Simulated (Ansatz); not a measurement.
# ZnS (Wurtzite-2H) (P6_3mc) in Ansatz: notebook

One crystal, ZnS (Wurtzite-2H), is run at these levels: PBEsol, PBE; tasks: band structure, single point.

Program: Ansatz 0.2.0. These are calculated values, not measurements. Logs are shortened: lines on timing, memory, paths and dates and some standing lists are left out, and cuts for length are marked.

**Experimental background.**

A printed reference work, monograph reports, for a bulk crystal of ZnS at 4 K: band gap 3.911 eV (direct).

The results are compared with them further down.

### 1 The crystal as given

The structure is hexagonal, space group P6_3mc (No. 186). Conventional cell: a = 3.811 Å, b = 3.811 Å, c = 6.234 Å, α = 90.00°, β = 90.00°, γ = 120.00°. Around Zn (site symmetry 3m) lie 4 S at 2.31 to 2.40 Å. S (site symmetry 3m) is surrounded by 4 Zn at 2.31 to 2.40 Å.

### 2 Band structure, PBEsol

Contents of input.yaml:

```yaml
crystal:
  lattice:
    - [3.811, 0.0, 0.0]
    - [-1.9055, 3.3004228138, 0.0]
    - [0.0, 0.0, 6.234]
  atoms:
    - { symbol: Zn, position: [0.6666666667, 0.3333333333, 0.5] }
    - { symbol: Zn, position: [0.3333333333, 0.6666666667, 0.0] }
    - { symbol: S, position: [0.6666666667, 0.3333333333, 0.885] }
    - { symbol: S, position: [0.3333333333, 0.6666666667, 0.385] }
kpoints:
  mp_grid: { grid: [8, 8, 5] }
  band_path:
    path:
      - [0.0, 0.0, 0.0]
      - [0.5, 0.0, 0.0]
      - [0.3333333333, 0.3333333333, 0.0]
      - [0.0, 0.0, 0.0]
      - [0.0, 0.0, 0.5]
      - [0.5, 0.0, 0.5]
      - [0.3333333333, 0.3333333333, 0.5]
      - [0.0, 0.0, 0.5]
    npoints: 12
scf:
  occupations: { method: fermi_dirac, width: 0.05 }
hamiltonian:
  xc: pbesol
  pseudopotentials:
    kind: all_electron
    lapw: { basis_error: 0.002 }
    dirac_shells: { S: ["2p"], Zn: ["2p"] }
output:
  forces: true
  stress: true
  eigenvalues: true
```

Potentials or basis: all-electron LAPW, inner shells corrected to Dirac's equation.

Launch:

```console
> ansatz run input.yaml --threads 2 --pin off --max-ram 8192MiB --backend cpu --events-out ev --progress --plain --runs-dir out
```

The program printed:

```text
Warning: RAYON_NUM_THREADS=2 ignored (pool sized by the plan → 2); use --threads N
LAPW: plane waves up to 8.331 Å⁻¹, error target 2.0e-3 eV per atom; small_component_spin mean_spin; S in spheres of 1.023 Å, 14 of its electrons in bands, Dirac shells [2p]; Zn in spheres of 1.291 Å, 20 of its electrons in bands, Dirac shells [2p] (how accurate: hamiltonian.pseudopotentials.lapw.basis_error, Limitations)
Engine: ansatz 0.2.0, aarch64-unknown-linux-gnu
Pseudopotentials: kind: all_electron
Pseudopotential: Zn, LAPW, valence charge 20, lapw/all_electron/scalar/gaussian/Zn, Koelling and Harmon's equation with Dirac's for 2p, gaussian nucleus
Pseudopotential: S, LAPW, valence charge 14, lapw/all_electron/scalar/gaussian/S, Koelling and Harmon's equation with Dirac's for 2p, gaussian nucleus
Functional definition: PBEsol
  exchange = pbesol_x
  correlation = pbesol_c
Crystal: 4 atoms, lattice volume = 78.411 Å³
Basis set: ecut = 264.45144523517104 eV, 761 PW (Γ), exchange–correlation at level 2
Bands: 41, of which v1, the nominal top of the filled ones, is band 34 counted from 1 (33 counted from 0)
Symmetry: 12 space group operations
Space group: P63mc (ITA 186), of the structure as read, at distance tolerance 4.3e-5 Å
k-points: 30 of 320 (time reversal used)
Non-local potential: Zn, projectors of the file, none
Non-local potential: S, projectors of the file, none
Initial density: superposition of atomic densities (chi_scale 0.1, normalization cell, long waves kept (reshape's long-wave potential 0.00 eV rms))
Initial wavefunctions: plane waves of lowest kinetic energy (no species holds an atomic orbital)
Functional: x = pbesol(κ = 0.804, μ = 0.12345679012345678), c = pbesol(β = 0.046)
iter 1 solved again at ethr=2.74e-3 eV; its pass at ethr=1.00e-1 eV (dr2=1.86e0 eV) is discarded
SCF iter   1: F=—  HF=-119368.104369 eV  |F-HF|=—  |Δ(HF+E_count)|=         —  Δρ=3.88e-2  dr2=1.87e0  ethr=2.74e-3  ⟨swp⟩=2.0  Hψ=8327  notcnv=0
preconditioner: auto → Resta (q_TF=auto, 2.664 Å⁻¹)  ε∞=6.1  [insulator: Δε(μ)=2.358 eV  Ē_g=11.188 eV  σ=0.050 eV  W_gap=1.00  n_scr=22 (ndim 8)  ℏωp=25.2 eV  f_vac=0.104  D(μ)=0.00/eV (n_scr^D=0)  ε∞_Penn≈6.1]
SCF iter   2: F=—  HF=-119367.459805 eV  |F-HF|=—  |Δ(HF+E_count)|=   6.45e-1  Δρ=1.75e-2  dr2=3.30e-1  ethr=2.74e-3  ⟨swp⟩=2.9  Hψ=3638  notcnv=0
SCF iter   3: F=—  HF=-119367.336527 eV  |F-HF|=—  |Δ(HF+E_count)|=   1.23e-1  Δρ=1.25e-2  dr2=1.76e-1  ethr=4.85e-4  ⟨swp⟩=2.0  Hψ=3582  notcnv=0
SCF iter   4: F=—  HF=-119367.262196 eV  |F-HF|=—  |Δ(HF+E_count)|=   7.43e-2  Δρ=5.14e-3  dr2=2.44e-2  ethr=2.59e-4  ⟨swp⟩=2.0  Hψ=3592  notcnv=0
iter 5 solved again at ethr=1.40e-6 eV; its pass at ethr=3.58e-5 eV (dr2=9.52e-4 eV) is discarded
SCF iter   5: F=—  HF=-119367.263922 eV  |F-HF|=—  |Δ(HF+E_count)|=         —  Δρ=9.88e-4  dr2=9.47e-4  ethr=1.40e-6  ⟨swp⟩=2.0  Hψ=6013  notcnv=0
the basis was enlarged: its passes take 1.5 MiB over the memory plan, 2 of 2 planned eigensolver slots
SCF iter   6: F=—  HF=-119367.264773 eV  |F-HF|=—  |Δ(HF+E_count)|=   8.50e-4  Δρ=3.53e-4  dr2=1.46e-4  ethr=1.39e-6  ⟨swp⟩=3.0  Hψ=3460  notcnv=0
SCF iter   7: F=—  HF=-119367.265013 eV  |F-HF|=—  |Δ(HF+E_count)|=   2.40e-4  Δρ=8.38e-5  dr2=9.64e-6  ethr=2.14e-7  ⟨swp⟩=3.0  Hψ=3643  notcnv=0
SCF iter   8: F=—  HF=-119367.265031 eV  |F-HF|=—  |Δ(HF+E_count)|=   1.85e-5  Δρ=2.31e-5  dr2=6.45e-7  ethr=1.42e-8  ⟨swp⟩=3.0  Hψ=3712  notcnv=0
SCF iter   9: F=-119367.265032 eV  HF=-119367.265032 eV  |F-HF|=3.63e-8  |Δ(HF+E_count)|=   2.57e-7  Δρ=4.41e-6  dr2=1.89e-8  ethr=9.49e-10  ⟨swp⟩=3.0  Hψ=3598  notcnv=0
SCF 1 converged in 9 iterations: F = -119367.265032 eV  dr2 = 1.89e-8
NSCF: frozen V_eff on 85 k-points
SCF converged after 9 iterations
Free energy (F): -119367.265032 eV
Harris-Foulkes:  -119367.265032 eV  (|F-HF|=3.63e-8)
Internal energy: -119367.265032 eV  (E = F + TS)
E sigma→0 (E₀):  -119367.265032 eV
Fermi energy:    8.393745 eV
--- Per-component energies (eV) ---
  E_band       = -3757.785223
  E_kinetic    = 121254.649696
  E_xc         = -5184.549657
  E_electrostatic = -235437.365071  (all electrons and nuclei)
  E_smearing   = -0.000000  (= −TS)
  E_closure    = 0.000000  (closes the sum)
  E_atoms      = -119352.152235  (free atoms, spherical and without spin; not in F)
  Σ components = -119367.265032   (vs F -119367.265032, Δ=0.00e0)
  Basis errors (estimates in eV, not in F): energy 8.7e-4 per atom: plane waves 7.9e-4 (4.8e-4 summed), levels above the bands 2.4e-56, relativity 2.4e-8, radial functions 8.3e-5, core shells 6.0e-11; eigenvalues (radial functions only) 3.2e-6; not estimated: angular momenta, meshes, grids; target (lapw.basis_error) 2.0e-3; muffin-tin radii S 1.023 Å, Zn 1.291 Å
--- Forces (eV/Å), atoms counted from 1 ---
  atom   1  Zn    -0.00000000    -0.00000000     0.30620661
  atom   2  Zn    -0.00000000     0.00000000     0.30620661
  atom   3  S     -0.00000000    -0.00000000    -0.30621117
  atom   4  S      0.00000000     0.00000000    -0.30621117
  max |Σ_I F_I| component: 9.11e-6 eV/Å
--- Stress (GPa, compression-positive) ---
       -0.667442       0.000000       0.000000
        0.000000      -0.667442       0.000000
        0.000000       0.000000      -2.489667
  P = ⅓ Tr σ = -1.2749 GPa (-12.749 kbar)
--- Band table (eV; the first three rows and the last of 30) ---
  k-point 0: bands = ["-196.9867", "-196.9867", "-142.0413", "-142.0413", "-142.0413", "-142.0413", "-142.0348", "-142.0348", "-117.2658", "-117.2658", "-71.5986", "-71.5984", "-71.5944", "-71.5944", "-71.5943", "-71.5943", "-5.9024", "-4.9618", "0.8977", "0.8977", "0.9613", "0.9613", "0.9717", "1.3774", "1.3774", "1.4588", "1.4588", "1.6147", "2.0756", "6.4343", "6.4343", "7.2911", "7.2911", "7.3037", "9.4167", "10.1817", "13.4831", "13.4831", "13.7896", "14.8051", "14.8051"]
  k-point 1: bands = ["-196.9867", "-196.9867", "-142.0413", "-142.0413", "-142.0413", "-142.0413", "-142.0348", "-142.0348", "-117.2658", "-117.2658", "-71.5986", "-71.5984", "-71.5944", "-71.5944", "-71.5944", "-71.5944", "-5.8252", "-5.0674", "0.9014", "0.9014", "0.9527", "0.9527", "0.9662", "1.2817", "1.3871", "1.3871", "1.4530", "1.4530", "2.7346", "6.5100", "6.5100", "6.5102", "7.2024", "7.2024", "10.0911", "10.2889", "13.5143", "13.5364", "13.5364", "14.5768", "14.5768"]
  k-point 2: bands = ["-196.9867", "-196.9867", "-142.0413", "-142.0413", "-142.0413", "-142.0413", "-142.0348", "-142.0348", "-117.2658", "-117.2658", "-71.5985", "-71.5985", "-71.5944", "-71.5944", "-71.5944", "-71.5944", "-5.6126", "-5.3250", "0.9134", "0.9134", "0.9329", "0.9329", "0.9708", "1.0470", "1.4106", "1.4106", "1.4358", "1.4358", "3.8579", "5.1754", "6.7138", "6.7138", "6.9777", "6.9777", "10.5673", "10.7185", "13.5570", "13.7405", "13.7405", "14.1235", "14.1235"]
  k-point 29: bands = ["-196.9867", "-196.9867", "-142.0414", "-142.0414", "-142.0413", "-142.0413", "-142.0348", "-142.0348", "-117.2658", "-117.2658", "-71.5985", "-71.5985", "-71.5945", "-71.5945", "-71.5945", "-71.5944", "-4.7231", "-4.6787", "1.0285", "1.0791", "1.0880", "1.1489", "1.2637", "1.2660", "1.3885", "1.3913", "1.6928", "1.7393", "2.4420", "2.5728", "4.0828", "4.5686", "5.8038", "6.0418", "11.6180", "11.9472", "13.1984", "13.6352", "14.3109", "14.8247", "16.6033"]
```

Run time: 40 s. Hardware: 2 threads of Arm Neoverse V1, shared host; peak memory 0.39 GiB.

Results:

```yaml
Free_energy: -119367.2650 eV
Pressure: -1.3 GPa
Largest_force: 0.306 eV/Å
Band_gap_on_the_k_mesh: 2.11 eV, direct
Band_gap_along_the_path: 2.11 eV, direct
```

Forces in eV/Å, atoms in the order of the input:
```
Zn   0.000  0.000  0.306
Zn   0.000  0.000  0.306
S    0.000  0.000 -0.306
S    0.000  0.000 -0.306
```

Stress tensor (GPa, compression positive):
```
-0.67  0.00  0.00
 0.00 -0.67  0.00
 0.00  0.00 -2.49
```

Levels at the corners of the path, in eV from the valence-band top:
| point | band 31 | band 32 | band 33 | band 34 | band 35 | band 36 | band 37 | band 38 |
| --- | --- | --- | --- | --- | --- | --- | --- | --- |
| Γ | -0.87 | -0.01 | -0.01 | 0.00 | 2.11 | 2.88 | 6.18 | 6.18 |
| M | -3.20 | -2.28 | -1.59 | -0.99 | 3.48 | 4.16 | 5.04 | 7.01 |
| K | -3.93 | -2.25 | -2.25 | -2.25 | 4.30 | 5.86 | 5.86 | 7.72 |
| Γ | -0.87 | -0.01 | -0.01 | 0.00 | 2.11 | 2.88 | 6.18 | 6.18 |
| A | -0.46 | -0.46 | -0.46 | -0.46 | 3.40 | 3.40 | 6.61 | 6.61 |
| L | -1.68 | -1.68 | -1.55 | -1.55 | 3.48 | 3.48 | 5.02 | 5.02 |
| H | -3.16 | -3.16 | -1.27 | -1.27 | 4.42 | 4.42 | 6.32 | 6.32 |
| A | -0.46 | -0.46 | -0.46 | -0.46 | 3.40 | 3.40 | 6.61 | 6.61 |

### 3 Single point, PBE, 18.43 Å³/atom (volume scaled by 0.94)

Contents of input.yaml:

```yaml
crystal:
  lattice:
    - [3.7332026603, 0.0, 0.0]
    - [-1.8666013302, 3.2330483413, 0.0]
    - [0.0, 0.0, 6.1067398017]
  atoms:
    - { symbol: Zn, position: [0.6666666667, 0.3333333333, 0.5] }
    - { symbol: Zn, position: [0.3333333333, 0.6666666667, 0.0] }
    - { symbol: S, position: [0.6666666667, 0.3333333333, 0.885] }
    - { symbol: S, position: [0.3333333333, 0.6666666667, 0.385] }
kpoints:
  mp_grid: { grid: [8, 8, 5] }
scf:
  occupations: { method: fermi_dirac, width: 0.05 }
hamiltonian:
  xc: pbe
  pseudopotentials: { kind: all_electron, lapw: { basis_error: 0.001 } }
output:
  forces: true
  stress: true
  eigenvalues: true
```

Potentials or basis: all-electron LAPW, scalar-relativistic.

Launch:

```console
> ansatz run input.yaml --threads 2 --pin off --max-ram 6144MiB --backend cpu --events-out ev --progress --plain --runs-dir out
```

It took 27 s on 2 threads of Arm Neoverse V1, shared host; peak memory 0.42 GiB.

The run converged. Its results:

| Quantity | Value |
| --- | --- |
| Free energy | -119474.4784 eV |
| Pressure | 7.9 GPa |
| Largest force | 0.400 eV/Å |
| Band gap on the k mesh | 2.54 eV, direct |

### 4 Single point, PBE, 18.82 Å³/atom (volume scaled by 0.96)

Edit input.yaml of step 3 so:

```diff
@@ -2,5 +2,5 @@
   lattice:
-    - [3.7332026603, 0.0, 0.0]
-    - [-1.8666013302, 3.2330483413, 0.0]
-    - [0.0, 0.0, 6.1067398017]
+    - [3.7594936861, 0.0, 0.0]
+    - [-1.8797468431, 3.2558170375, 0.0]
+    - [0.0, 0.0, 6.1497464286]
   atoms:
```

Launch:

```console
> ansatz run input.yaml --threads 2 --pin off --max-ram 6144MiB --backend cpu --events-out ev --progress --plain --runs-dir out
```

It took 27 s on 2 threads of Arm Neoverse V1, shared host; peak memory 0.42 GiB.

Results (log left out):

```yaml
Free_energy: -119474.5457 eV
Pressure: 5.9 GPa
Largest_force: 0.371 eV/Å
Band_gap_on_the_k_mesh: 2.45 eV, direct
```

### 5 Single point, PBE, 19.21 Å³/atom (volume scaled by 0.98)

Edit input.yaml of step 4 so:

```diff
@@ -2,5 +2,5 @@
   lattice:
-    - [3.7594936861, 0.0, 0.0]
-    - [-1.8797468431, 3.2558170375, 0.0]
-    - [0.0, 0.0, 6.1497464286]
+    - [3.7854220481, 0.0, 0.0]
+    - [-1.8927110241, 3.2782716577, 0.0]
+    - [0.0, 0.0, 6.1921598132]
   atoms:
```

Launch:

```console
> ansatz run input.yaml --threads 2 --pin off --max-ram 6144MiB --backend cpu --events-out ev --progress --plain --runs-dir out
```

Wall time 27 s (2 threads of Arm Neoverse V1, shared host); peak memory 0.42 GiB.

The run converged. Its results:

```yaml
Free_energy: -119474.5938 eV
Pressure: 4.0 GPa
Largest_force: 0.344 eV/Å
Band_gap_on_the_k_mesh: 2.35 eV, direct
```

### 6 Single point, PBE, 19.60 Å³/atom

Edit input.yaml of step 5 so:

```diff
@@ -2,5 +2,5 @@
   lattice:
-    - [3.7854220481, 0.0, 0.0]
-    - [-1.8927110241, 3.2782716577, 0.0]
-    - [0.0, 0.0, 6.1921598132]
+    - [3.811, 0.0, 0.0]
+    - [-1.9055, 3.3004228138, 0.0]
+    - [0.0, 0.0, 6.234]
   atoms:
```

Potentials or basis: all-electron LAPW, scalar-relativistic.

Launch:

```console
> ansatz run input.yaml --threads 2 --pin off --max-ram 6144MiB --backend cpu --events-out ev --progress --plain --runs-dir out
```

Wall time 27 s (2 threads of Arm Neoverse V1, shared host); peak memory 0.42 GiB.

Results (log left out):

```yaml
Free_energy: -119474.6248 eV
Pressure: 2.3 GPa
Largest_force: 0.319 eV/Å
Band_gap_on_the_k_mesh: 2.25 eV, direct
```

### 7 Single point, PBE, 19.99 Å³/atom (volume scaled by 1.02)

Edit input.yaml of step 6 so:

```diff
@@ -2,5 +2,5 @@
   lattice:
-    - [3.811, 0.0, 0.0]
-    - [-1.9055, 3.3004228138, 0.0]
-    - [0.0, 0.0, 6.234]
+    - [3.8362391461, 0.0, 0.0]
+    - [-1.9181195731, 3.3222805555, 0.0]
+    - [0.0, 0.0, 6.2752859714]
   atoms:
```

Launch:

```console
> ansatz run input.yaml --threads 2 --pin off --max-ram 6144MiB --backend cpu --events-out ev --progress --plain --runs-dir out
```

Run time: 28 s. Hardware: 2 threads of Arm Neoverse V1, shared host; peak memory 0.42 GiB.

The run converged. Its results:

* Free energy: -119474.6402 eV
* Pressure: 0.8 GPa
* Largest force: 0.296 eV/Å
* Band gap on the k mesh: 2.16 eV, direct

### 8 Single point, PBE, 20.39 Å³/atom (volume scaled by 1.04)

Edit input.yaml of step 7 so:

```diff
@@ -2,5 +2,5 @@
   lattice:
-    - [3.8362391461, 0.0, 0.0]
-    - [-1.9181195731, 3.3222805555, 0.0]
-    - [0.0, 0.0, 6.2752859714]
+    - [3.861150488, 0.0, 0.0]
+    - [-1.930575244, 3.3438544104, 0.0]
+    - [0.0, 0.0, 6.3160357234]
   atoms:
```

Launch:

```console
> ansatz run input.yaml --threads 2 --pin off --max-ram 6144MiB --backend cpu --events-out ev --progress --plain --runs-dir out
```

Run time: 28 s. Hardware: 2 threads of Arm Neoverse V1, shared host; peak memory 0.41 GiB.

The run converged. Its results:

| Item | Value |
| --- | --- |
| Free energy | -119474.6417 eV |
| Pressure | -0.5 GPa |
| Largest force | 0.274 eV/Å |
| Band gap on the k mesh | 2.07 eV, direct |

### 9 Single point, PBE, 20.78 Å³/atom (volume scaled by 1.06)

Edit input.yaml of step 8 so:

```diff
@@ -2,5 +2,5 @@
   lattice:
-    - [3.861150488, 0.0, 0.0]
-    - [-1.930575244, 3.3438544104, 0.0]
-    - [0.0, 0.0, 6.3160357234]
+    - [3.8857444663, 0.0, 0.0]
+    - [-1.9428722331, 3.3651534204, 0.0]
+    - [0.0, 0.0, 6.356266335]
   atoms:
```

Potentials or basis: all-electron LAPW, scalar-relativistic.

Launch:

```console
> ansatz run input.yaml --threads 2 --pin off --max-ram 6144MiB --backend cpu --events-out ev --progress --plain --runs-dir out
```

It took 29 s on 2 threads of Arm Neoverse V1, shared host; peak memory 0.41 GiB.

Results (log left out):

```yaml
Free_energy: -119474.6306 eV
Pressure: -1.7 GPa
Largest_force: 0.254 eV/Å
Band_gap_on_the_k_mesh: 1.98 eV, direct
```

### 10 For comparison

An earlier run on the cell as given: functional PBE; potentials or basis all-electron LAPW, scalar-relativistic; cutoff 288 eV (chosen from the basis error); basis error allowed 0.001 eV/atom; k mesh 8 × 8 × 5; occupations fermi-dirac, width 0.05 eV; no spin polarisation.

* Pressure: 2.3 GPa
* Largest force: 0.319 eV/Å
* Band gap on the k mesh: 2.25 eV, direct
* Loewdin charges: Zn +1.28; S -1.07 e

### 11 Against experiment

Step 2. Measured gap of ZnS: 3.911 eV (direct; 4 K; a printed reference work, monograph). This calculation gives 2.11 eV (-1.80 eV). The value is that of PBEsol, without temperature or zero-point motion. Semilocal functionals fall short of measured gaps as a rule.
